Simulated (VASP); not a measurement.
A run of VASP 6.6.1 is set up as follows.

File INCAR:

```
SYSTEM = AlN
PREC = Accurate
ENCUT = 520
EDIFF = 1E-6
ISMEAR = 0
SIGMA = 0.1
LREAL = .False.
LASPH = .True.
NELM = 60
ALGO = Fast
ISIF = 2
LWAVE = .False.
LCHARG = .True.
GGA = PE
LELF = .True.
LVHAR = .True.
NBANDS = 21
```

File KPOINTS:

```
Automatic mesh
0
Gamma
  10 10 10
  0 0 0
```

File POSCAR:

```
AlN
1.0
    3.9470073665      0.0000000000      0.0000000000
    0.0000000000      3.9470073665      0.0000000000
    0.0000000000      0.0000000000      3.9470073665
Al N
3 3
Direct
    0.5000000000      0.5000000000      0.0000000000
    0.5000000000      0.0000000000      0.5000000000
    0.0000000000      0.5000000000      0.5000000000
    0.0000000000      0.0000000000      0.5000000000
    0.0000000000      0.5000000000      0.0000000000
    0.5000000000      0.0000000000      0.0000000000
```

Potentials or basis: VASP PAW PBE potentials, release 64 (Al, N).

Run with:

```sh
$ cat potpaw_PBE.64/Al/POTCAR potpaw_PBE.64/N/POTCAR > POTCAR
$ mpirun -np 1 vasp_std > vasp.out
```

(1) Estimate the band gap on the k mesh.

(2) Predict the pressure.

Answers

(1) none (metal or under the smearing width).

(2) -0.3 GPa.
